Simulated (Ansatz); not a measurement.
Runs of Ansatz 0.2.0 on Ni. It takes space group P6_3/mmc (No. 194, hexagonal). Conventional cell: a = 2.448 Å, b = 2.448 Å, c = 4.073 Å, α = 90.00°, β = 90.00°, γ = 120.00°. Ni (site symmetry -6m2) is surrounded by 12 Ni at 2.45 to 2.48 Å. This isn't the form of Ni at room conditions, which is fcc.

| task | level | cell | cutoff (eV) | smearing | points for each segment of the path | gap on the mesh (eV) | pressure (GPa) | moment (μB) | relaxed volume (Å³/atom) |
| --- | --- | --- | --- | --- | --- | --- | --- | --- | --- |
| band structure | r2SCAN | as given | 500 | fermi-dirac 0.05 eV | 14 | none | (a) | (c) | - |
| relaxation of cell and atoms | BLYP+D3(BJ) | relaxed | 420 | fermi-dirac 0.05 eV | - | none | 0.0 | 1.24 | 10.57 |
| single point | PBE | as given | 420 | gaussian 0.012 eV | - | none | 7.3 | 1.35 | - |
| relaxation of cell and atoms | BLYP | relaxed | 420 | fermi-dirac 0.05 eV | - | none | 0.0 | 1.31 | (b) |
| relaxation of cell and atoms | PBE+D4 | relaxed | 420 | fermi-dirac 0.05 eV | - | none | 0.0 | 1.31 | 10.60 |

Alike in all rows: potentials or basis Ansatz PAW; spin collinear, ferromagnetic start; k mesh 12 × 12 × 7.

Problem. Estimate the missing entries.

Solution. (a) -0.5; (b) 11.49; (c) 1.48.

Caveats: the PAW data sets come from PBE, with cores solved anew for the run's functional, which leaves a small shift of forces and pressure (some runs); the plane-wave basis is chosen anew once the cell has moved, so the energies of steps on either side of that aren't comparable (some runs); pairwise dispersion overbinds metals, which lowers pressure and volume (some runs); the magnetic or orbital state may not be the lowest (some runs).

A gap of «none» marks a metal or a gap under the smearing width.
